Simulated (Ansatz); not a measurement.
**Hf single point**

The input, for Ansatz 0.2.0 (plane waves, PAW):

```yaml
crystal:
  lattice:
    - [0.0, 2.384828, 2.384828]
    - [2.384828, 0.0, 2.384828]
    - [2.384828, 2.384828, 0.0]
  atoms:
    - { symbol: Hf, position: [0.0, 0.0, 0.0] }
  symmetry: { tolerance: 0.0003 }
kpoints:
  mp_grid: { grid: [12, 12, 12], shift: [0, 0, 0] }
  band_path:
    path:
      - [0.375, 0.375, 0.75]
      - [0.0, 0.0, 0.0]
      - [0.5, 0.5, 0.5]
      - [0.5, 0.25, 0.75]
      - [0.5, 0.0, 0.5]
    npoints: 13
magnetization:
  spin_polarized: false
scf:
  occupations: { method: gaussian, width: 0.0388 }
  lower_state_search: "off"
  max_iter: 200
hamiltonian:
  pseudopotentials: { kind: paw }
  xc: pbe
basis:
  ecutwfc: 420
  fft_grid_basis: typed
output:
  forces: true
  stress: true
  eigenvalues: true
  bader: true
  populations: true
  elf: true
  write_potential: true
  volumetric_format: npy
  dos:
    e_range: [-12, 8]
    de: 0.05
    projected: { site_lists: { Hf: [Hf] } }
checkpoint:
  read: saved_state
```

The saved state is an earlier solution for the same cell, perhaps on another mesh. 

Output (shortened):

```
Free energy (F): -15721.0648 eV
Harris-Foulkes:  -15721.0648 eV  (|F-HF|=2.18e-9)
Internal energy: -15721.0634 eV  (E = F + TS)
E sigma→0 (E₀):  -15721.0641 eV
Entropy (-TS):   -0.0014 eV (-1.394 meV/atom)
Fermi energy:    15.8598 eV
--- Per-component energies (eV) ---
  E_band       = -75.3204
  E_kinetic    = 417.4929
  E_local      = -5571.8957  (includes V_loc(G=0)·N_el)
  E_nonlocal   = -1245.1357
  E_hartree    = 2580.6841
  E_xc         = -297.5141
  E_vxc        = -262.7450  (∫ρ·V_xc dr)
  E_paw        = -6926.1832  (= ΣΔE_a)
  E_vpaw       = 1425.5962  (= ΣTr[D̂ρ^β])
  E_aug_tail   =  0.0000  (compensation charges beyond the density's cutoff)
  E_ewald      = -4678.5117
  E_smearing   = -0.0014  (= −TS)
--- Stress (GPa, compression-positive) ---
      -13.6927       0.0000       0.0000
        0.0000     -13.6927       0.0000
        0.0000       0.0000     -13.6927
  P = ⅓ Tr σ = -13.6927 GPa (-136.927 kbar)
--- Bader charges: 1 site ---
  site symbol  charge [e]  shift [e]
     0     Hf      0.0000     0.0000
```

Origin: a known structure type with other elements, at an estimated volume, so it need not be a known compound. Caveats: many states at the Fermi level without spin polarisation, so a magnetic state may lie lower.
